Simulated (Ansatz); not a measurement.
**ZrC: a sweep of one setting**

```
Zr C
1.0
     0.00000    2.35021    2.35021
     2.35021    0.00000    2.35021
     2.35021    2.35021    0.00000
Zr C
1 1
Direct
  0.50000 0.50000 0.50000
  0.00000 0.00000 0.00000
```

Atoms are numbered in the order listed.

The structure is an experimental refinement, used without relaxation.

Level of theory: Ansatz 0.2.0, DFT, PBE, all-electron LAPW, scalar-relativistic.

Sampling and basis: a Γ-centred 15×15×15 k mesh, Fermi–Dirac smearing of 0.05 eV, basis error target 0.25 meV/atom, no spin polarisation. One setting is then changed at a time.

```csv
k mesh,free energy less the base's (meV/atom),P (GPa),cutoff chosen (eV)
15×15×15 (base),0.0,1.23,299
4×4×4,?,?,299
8×8×8,1.1,1.24,299
11×11×11,0.9,1.28,299
21×21×21,-0.1,1.26,299
```

Question: Give the missing entry: row "4×4×4", column "P (GPa)".

Answer: 0.39.

Question: What belongs in the row "4×4×4", column "free energy less the base's (meV/atom)"?

Answer: 21.9.
